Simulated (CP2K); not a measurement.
# Hf (P6_3/mmc) in CP2K: a series of runs, part 2 of 2

CP2K 2026.2. The steps go on from the part before.

## 3. Band structure, r2SCAN

hf_bands.inp reads:

```
&GLOBAL
  PROJECT hf_bands
  RUN_TYPE ENERGY_FORCE
  PRINT_LEVEL LOW
&END GLOBAL
&FORCE_EVAL
  METHOD QS
  STRESS_TENSOR ANALYTICAL
  &DFT
    BASIS_SET_FILE_NAME BASIS_MOLOPT_UZH
    POTENTIAL_FILE_NAME POTENTIAL_UZH
    &MGRID
      CUTOFF 675
      REL_CUTOFF 60
      NGRIDS 4
    &END MGRID
    &QS
      METHOD GPW
      EPS_DEFAULT 1.0E-9
    &END QS
    &KPOINTS
      SCHEME MONKHORST-PACK 10 10 5
      GAMMA_CENTERED T
      SYMMETRY T
      SYMMETRY_BACKEND SPGLIB
    &END KPOINTS
    &SCF
      SCF_GUESS ATOMIC
      EPS_SCF 1.0E-6
      MAX_SCF 100
      ADDED_MOS 16
      CHOLESKY OFF
      EPS_EIGVAL 1.0E-7
      &DIAGONALIZATION ON
        ALGORITHM STANDARD
      &END DIAGONALIZATION
      &MIXING ON
        METHOD BROYDEN_MIXING
        ALPHA 0.4
        BETA 1.5
        NBUFFER 8
      &END MIXING
      &SMEAR ON
        METHOD FERMI_DIRAC
        ELECTRONIC_TEMPERATURE [K] 300.557
      &END SMEAR
    &END SCF
    &XC
      &XC_FUNCTIONAL
        &MGGA_X_R2SCAN
        &END MGGA_X_R2SCAN
        &MGGA_C_R2SCAN
        &END MGGA_C_R2SCAN
      &END XC_FUNCTIONAL
    &END XC
    &PRINT
      &KPOINTS ON
      &END KPOINTS
      &MULLIKEN ON
      &END MULLIKEN
      &MO ON
        ENERGIES T
        OCCUPATION_NUMBERS T
        &EACH
          QS_SCF 0
        &END EACH
        ADD_LAST NUMERIC
      &END MO
      &BAND_STRUCTURE
        FILE_NAME bands.bs
        ADDED_MOS 4
        &KPOINT_SET
          UNITS B_VECTOR
          NPOINTS 8
          SPECIAL_POINT GAMMA 0.00000000 0.00000000 0.00000000
          SPECIAL_POINT M 0.50000000 0.00000000 0.00000000
          SPECIAL_POINT K 0.33333333 0.33333333 0.00000000
          SPECIAL_POINT GAMMA 0.00000000 0.00000000 0.00000000
          SPECIAL_POINT A 0.00000000 0.00000000 0.50000000
          SPECIAL_POINT L 0.50000000 0.00000000 0.50000000
          SPECIAL_POINT H 0.33333333 0.33333333 0.50000000
          SPECIAL_POINT A 0.00000000 0.00000000 0.50000000
        &END KPOINT_SET
        &KPOINT_SET
          UNITS B_VECTOR
          NPOINTS 8
          SPECIAL_POINT L 0.50000000 0.00000000 0.50000000
          SPECIAL_POINT M 0.50000000 0.00000000 0.00000000
        &END KPOINT_SET
        &KPOINT_SET
          UNITS B_VECTOR
          NPOINTS 8
          SPECIAL_POINT K 0.33333333 0.33333333 0.00000000
          SPECIAL_POINT H 0.33333333 0.33333333 0.50000000
        &END KPOINT_SET
      &END BAND_STRUCTURE
    &END PRINT
  &END DFT
  &SUBSYS
    &CELL
      A 3.1967000000 0.0000000000 0.0000000000
      B -1.5983500000 2.7684234083 0.0000000000
      C 0.0000000000 0.0000000000 5.0578000000
      PERIODIC XYZ
    &END CELL
    &COORD
      SCALED
      Hf  0.6666666667 0.3333333333 0.7500000000
      Hf  0.3333333333 0.6666666667 0.2500000000
    &END COORD
    &KIND Hf
      BASIS_SET TZVP-MOLOPT-SCAN-GTH-q12
      POTENTIAL GTH-SCAN-q12
    &END KIND
    &PRINT
      &ATOMIC_COORDINATES ON
      &END ATOMIC_COORDINATES
      &CELL ON
      &END CELL
    &END PRINT
  &END SUBSYS
  &PRINT
    &FORCES ON
    &END FORCES
    &STRESS_TENSOR ON
    &END STRESS_TENSOR
  &END PRINT
&END FORCE_EVAL
```

Potentials or basis: POTENTIAL_UZH Hf GTH-SCAN-q12; TZVP-MOLOPT-SCAN-GTH basis.

Command:

```sh
$ OMP_NUM_THREADS=2 cp2k.psmp -i hf_bands.inp -o hf_bands.out
```

Run time: 67 s. Hardware: 2 threads of Arm Neoverse V2, shared host; peak memory 0.42 GiB.

The run converged. Its results:

| Property | Result |
| --- | --- |
| Free energy | -2693.2574 eV |
| Pressure | -3.5 GPa |
| Band gap on the k mesh | none (metal or under the smearing width) |

Stress tensor (GPa, compression positive):
```
-3.17  0.00  0.00
 0.00 -3.17  0.00
 0.00  0.00 -4.23
```

Levels at the corners of the path, in eV from the Fermi level:
| point | band 10 | band 11 | band 12 | band 13 | band 14 | band 15 |
| --- | --- | --- | --- | --- | --- | --- |
| Γ | -3.90 | 0.61 | 1.27 | 1.27 | 1.53 | 2.10 |
| M | -2.84 | -2.29 | -0.92 | 0.92 | 0.94 | 1.79 |
| K | -1.93 | -1.93 | -1.49 | 0.44 | 0.44 | 2.22 |
| Γ | -3.90 | 0.61 | 1.27 | 1.27 | 1.53 | 2.10 |
| A | -5.76 | 0.13 | 0.13 | 1.16 | 1.16 | 1.16 |
| L | -3.55 | -1.02 | -1.02 | 1.20 | 1.20 | 2.80 |
| H | -1.81 | -1.52 | -1.52 | -0.27 | -0.27 | 2.68 |
| A | -5.76 | 0.13 | 0.13 | 1.16 | 1.16 | 1.16 |
| L | -3.55 | -1.02 | -1.02 | 1.20 | 1.20 | 2.80 |
| M | -2.84 | -2.29 | -0.92 | 0.92 | 0.94 | 1.79 |
| K | -1.93 | -1.93 | -1.49 | 0.44 | 0.44 | 2.22 |
| H | -1.81 | -1.52 | -1.52 | -0.27 | -0.27 | 2.68 |

Caveat: spin-orbit coupling is left out, which moves the levels of the heavy elements; the basis of atomic orbitals isn't converged, which shifts pressures, moduli and gaps.

## 4. Band structure, TB-mBJ

Edit hf_bands.inp of step 3 so:

```diff
@@ -2,3 +2,3 @@
   PROJECT hf_bands
-  RUN_TYPE ENERGY_FORCE
+  RUN_TYPE ENERGY
   PRINT_LEVEL LOW
@@ -7,3 +7,2 @@
   METHOD QS
-  STRESS_TENSOR ANALYTICAL
   &DFT
@@ -14,3 +13,3 @@
       REL_CUTOFF 60
-      NGRIDS 4
+      NGRIDS 5
     &END MGRID
@@ -44,3 +43,3 @@
         METHOD FERMI_DIRAC
-        ELECTRONIC_TEMPERATURE [K] 300.557
+        ELECTRONIC_TEMPERATURE [K] 1160.452
       &END SMEAR
@@ -49,6 +48,6 @@
       &XC_FUNCTIONAL
-        &MGGA_X_R2SCAN
-        &END MGGA_X_R2SCAN
-        &MGGA_C_R2SCAN
-        &END MGGA_C_R2SCAN
+        &MGGA_X_TB09
+        &END MGGA_X_TB09
+        &LDA_C_PW
+        &END LDA_C_PW
       &END XC_FUNCTIONAL
@@ -70,3 +69,3 @@
         FILE_NAME bands.bs
-        ADDED_MOS 4
+        ADDED_MOS 6
         &KPOINT_SET
@@ -100,5 +99,4 @@
     &CELL
-      A 3.1967000000 0.0000000000 0.0000000000
-      B -1.5983500000 2.7684234083 0.0000000000
-      C 0.0000000000 0.0000000000 5.0578000000
+      ABC 3.1967000000 3.1967000000 5.0578000000
+      ALPHA_BETA_GAMMA 90.0000000000 90.0000000000 119.9999999998
       PERIODIC XYZ
@@ -111,4 +109,4 @@
     &KIND Hf
-      BASIS_SET TZVP-MOLOPT-SCAN-GTH-q12
-      POTENTIAL GTH-SCAN-q12
+      BASIS_SET TZVP-MOLOPT-PBE-GTH-q12
+      POTENTIAL GTH-PBE-q12
     &END KIND
@@ -124,4 +122,2 @@
     &END FORCES
-    &STRESS_TENSOR ON
-    &END STRESS_TENSOR
   &END PRINT
```

Potentials or basis: POTENTIAL_UZH Hf GTH-PBE-q12; TZVP-MOLOPT-PBE-GTH basis.

Command:

```sh
$ OMP_NUM_THREADS=2 cp2k.psmp -i hf_bands.inp -o hf_bands.out
```

Wall time 61 s (2 threads of Arm Neoverse V2, shared host); peak memory 0.41 GiB.

Results (log left out):

* Band gap on the k mesh: none (metal or under the smearing width)

Levels at the corners of the path, in eV from the Fermi level:
| point | band 8 | band 9 | band 10 | band 11 | band 12 | band 13 | band 14 | band 15 | band 16 | band 17 |
| --- | --- | --- | --- | --- | --- | --- | --- | --- | --- | --- |
| Γ | -30.42 | -7.09 | -3.59 | 0.81 | 1.17 | 1.17 | 1.43 | 1.96 | 1.96 | 2.61 |
| M | -30.51 | -3.21 | -2.69 | -2.20 | -0.71 | 0.81 | 0.92 | 1.76 | 5.73 | 6.22 |
| K | -30.72 | -2.11 | -1.76 | -1.76 | -1.30 | 0.41 | 0.41 | 2.17 | 5.07 | 5.07 |
| Γ | -30.42 | -7.09 | -3.59 | 0.81 | 1.17 | 1.17 | 1.43 | 1.96 | 1.96 | 2.61 |
| A | -30.48 | -5.15 | -5.15 | 0.15 | 0.15 | 1.06 | 1.06 | 1.06 | 1.06 | 4.70 |
| L | -30.61 | -3.27 | -3.27 | -1.00 | -1.00 | 1.32 | 1.32 | 2.63 | 2.63 | 6.01 |
| H | -30.56 | -1.66 | -1.66 | -1.38 | -1.38 | -0.23 | -0.23 | 2.53 | 2.53 | 4.98 |
| A | -30.48 | -5.15 | -5.15 | 0.15 | 0.15 | 1.06 | 1.06 | 1.06 | 1.06 | 4.70 |
| L | -30.61 | -3.27 | -3.27 | -1.00 | -1.00 | 1.32 | 1.32 | 2.63 | 2.63 | 6.01 |
| M | -30.51 | -3.21 | -2.69 | -2.20 | -0.71 | 0.81 | 0.92 | 1.76 | 5.73 | 6.22 |
| K | -30.72 | -2.11 | -1.76 | -1.76 | -1.30 | 0.41 | 0.41 | 2.17 | 5.07 | 5.07 |
| H | -30.56 | -1.66 | -1.66 | -1.38 | -1.38 | -0.23 | -0.23 | 2.53 | 2.53 | 4.98 |

Caveat: this is a model potential without an energy functional, so only levels have meaning; the potentials were made for another functional, which shifts forces and pressure; spin-orbit coupling is left out, which moves the levels of the heavy elements; the basis of atomic orbitals isn't converged, which shifts pressures, moduli and gaps.

## 5. The reference run

An earlier run on the cell as given: functional PBE; potentials or basis POTENTIAL_UZH Hf GTH-PBE-q12; TZVP-MOLOPT-PBE-GTH basis; density cutoff 6123 eV; k mesh 10 × 10 × 5; occupations fermi-dirac, width 0.05 eV; no spin polarisation.

- Pressure: 0.8 GPa
- Band gap on the k mesh: none (metal or under the smearing width)

## 6. Overview

```tsv
task	level	potentials or basis	smearing	EPS_DEFAULT	NGRIDS	basis sets	potentials	points a segment of the path (NPOINTS)	gap on the mesh (eV)	pressure (GPa)
band structure	PBEsol	POTENTIAL_UZH Hf GTH-PBE-q12; TZVP-MOLOPT-PBE-GTH basis	fermi-dirac 0.05 eV	1.0E-9	4	Hf TZVP-MOLOPT-PBE-GTH-q12	Hf GTH-PBE-q12 of POTENTIAL_UZH	6	none	-2.9
band structure	r2SCAN	POTENTIAL_UZH Hf GTH-SCAN-q12; TZVP-MOLOPT-SCAN-GTH basis	fermi-dirac 0.0259 eV	1.0E-9	4	Hf TZVP-MOLOPT-SCAN-GTH-q12	Hf GTH-SCAN-q12 of POTENTIAL_UZH	8	none	-3.5
band structure	TB-mBJ	POTENTIAL_UZH Hf GTH-PBE-q12; TZVP-MOLOPT-PBE-GTH basis	fermi-dirac 0.1 eV	1.0E-9	5	Hf TZVP-MOLOPT-PBE-GTH-q12	Hf GTH-PBE-q12 of POTENTIAL_UZH	8	none	-
single point	PBE	POTENTIAL_UZH Hf GTH-PBE-q12; TZVP-MOLOPT-PBE-GTH basis	fermi-dirac 0.05 eV	1.0E-10	4	Hf TZVP-MOLOPT-PBE-GTH-q12	Hf GTH-PBE-q12 of POTENTIAL_UZH	-	none	0.8
```

Alike in all rows: no spin polarisation; cell as given; k mesh 10 × 10 × 5.

Caveats: the basis of atomic orbitals isn't converged, which shifts pressures, moduli and gaps; spin-orbit coupling is left out, which moves the levels of the heavy elements (some runs); the potentials were made for another functional, which shifts forces and pressure (some runs); this is a model potential without an energy functional, so only levels have meaning (some runs).

Total energies depend on the potentials used, so only differences within one code and one set of settings carry meaning.
